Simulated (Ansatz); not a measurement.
Crystal: Rh.

```
Rh
1.0
     0.00000    1.89785    1.89785
     1.89785    0.00000    1.89785
     1.89785    1.89785    0.00000
Rh
1
Direct
  0.00000 0.00000 0.00000
```

```yaml
Program: Ansatz 0.2.0
Task: relaxation of cell and atoms
Functional: PBEsol
Dispersion: D3(BJ)-ATM
Potentials_or_basis: Ansatz PAW
Cutoff: "420 eV (not typed: the program's choice for these potentials)"
k_mesh: 12 × 12 × 12
Occupations: fermi-dirac, width 0.05 eV
Spin: no spin polarisation
```

At the start: volume 13.67 Å³/atom.

Task: How do energy, volume and symmetry change on relaxing?

Result: It ends after 5 steps and the volume is 13.25 Å³/atom (-3.1 %); space group Fm-3m (No. 225, to 0.05 Å).

Step by step:
| step | energy change (eV) | largest force (eV/Å) | volume (Å³) |
| --- | --- | --- | --- |
| 1 | 0.0000 | 0.0000 | 13.67 |
| 2 | -0.0026 | 0.0000 | 12.89 |
| 3 | -0.0124 | 0.0000 | 13.28 |
| 4 | -0.0125 | 0.0000 | 13.25 |
| 5 | -0.0122 | 0.0000 | 13.25 |

Final structure:
```yaml
crystal:
  lattice:
    - [0.00000, 1.87831, 1.87831]
    - [1.87831, 0.00000, 1.87831]
    - [1.87831, 1.87831, 0.00000]
  atoms:
    - { symbol: Rh, position: [0.00000, 0.00000, 0.00000] }
```

Caveat: the plane-wave basis is chosen anew once the cell has moved, so the energies of steps on either side of that aren't comparable; pairwise dispersion overbinds metals, which lowers pressure and volume; the PAW data sets come from PBE, with cores solved anew for the run's functional, which leaves a small shift of forces and pressure.
